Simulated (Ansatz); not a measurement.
Sb₂Te₃ (Bi2Te3 type, space group R-3m)

```
CELL_PARAMETERS angstrom
      2.13822     1.23450     9.94193
     -2.13822     1.23450     9.94193
      0.00000    -2.46900     9.94193
ATOMIC_POSITIONS crystal
  Sb 0.39906 0.39906 0.39906
  Sb 0.60094 0.60094 0.60094
  Te 0.00000 0.00000 0.00000
  Te 0.21016 0.21016 0.21016
  Te 0.78984 0.78984 0.78984
```

E(V) scan at fixed shape, V₀ the volume above. The atoms relax within the cell's symmetry.

The numbers are results of PBE-D3(BJ) (plane waves to 420 eV, PAW, scalar-relativistic; Ansatz, an electronic-structure program), not measurements. k mesh 9×9×9 (Γ-centred), Fermi-Dirac smearing 0.05 eV. Stress and pressure are positive under compression. Sb2Te3 was relaxed with its symmetry unable to fall. Spin-orbit coupling is left out, though Sb and Te are heavy. The PAW data are Ansatz's earlier set.

At one point of the scan the stress tensor (GPa) is:

```
    4.7      0.0      0.0
    0.0      4.7      0.0
    0.0      0.0      4.6
```

### Question
Which point is it?
(A) V/V₀ = 0.950
(B) V/V₀ = 0.933
(C) V/V₀ = 0.967
(D) V/V₀ = 0.917

### Answer
D, V/V₀ = 0.917

(Under strain, the slope of the energy per volume gives the stress and its curvature an elastic modulus.)
